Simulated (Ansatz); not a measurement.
Theory: DFT PBE, scalar-relativistic, plane waves, PAW (Ansatz). Several structures of Na2H3 were relaxed, and the powder pattern of one of them was computed from 10° to 70° in 2θ (λ = 1.5406 Å; lines under 1 % are left out).

Cu Kα1 powder pattern (kinematic, no thermal factors).
| 2θ (°) | relative intensity |
| --- | --- |
| 12.48 | 18 |
| 25.11 | 100 |
| 25.12 | 28 |
| 28.14 | 5 |
| 35.81 | 34 |
| 35.82 | 54 |
| 38.08 | 5 |
| 44.24 | 33 |
| 46.16 | 15 |
| 51.54 | 14 |
| 51.56 | 3 |
| 53.25 | 1 |
| 53.26 | 10 |
| 58.17 | 16 |
| 58.17 | 11 |
| 58.19 | 6 |
| 59.75 | 1 |
| 64.35 | 16 |
| 64.36 | 4 |
| 65.85 | 4 |
| 65.87 | 2 |

Task: Which structure gives it?
1.

Space group R-3c:H (No. 167). a = 6.110 Å, b = 6.110 Å, c = 12.905 Å, α = 90.00°, β = 90.00°, γ = 120.00°
```tsv
atom	site	symmetry	x	y	z
Na	12c	3.	0.3333	0.6667	0.5363
H	18e	.2	0.9617	0.3333	0.0833
```

2.

Space group R-3m:H (No. 166). a = 3.325 Å, b = 3.325 Å, c = 17.606 Å, α = 90.00°, β = 90.00°, γ = 120.00°
```
atom  site  symmetry       x       y       z
  Na    6c        3m  0.6667  0.3333  0.7469
   H    3a       -3m  0.0000  0.0000  0.0000
   H    6c        3m  0.3333  0.6667  0.8354
```

3.

Space group P4/mmm (No. 123). a = 3.543 Å, b = 3.543 Å, c = 7.084 Å, α = 90.00°, β = 90.00°, γ = 90.00°
| atom | site | symmetry | x | y | z |
| --- | --- | --- | --- | --- | --- |
| Na | 2g | 4mm | 0.0000 | 0.0000 | 0.7136 |
| H | 2e | mmm. | 0.5000 | 0.0000 | 0.5000 |
| H | 1a | 4/mmm | 0.0000 | 0.0000 | 0.0000 |

Result: 3. Its strongest line, at 2θ = 25.11°, has d = λ/(2 sin θ) = 3.543 Å and is the (1 0 0) reflection of the conventional P4/mmm cell with a = 3.543 Å, c = 7.084 Å. The others have their strongest lines at 29.2° (1); 31.5° (2).

The cells needn't be stable.
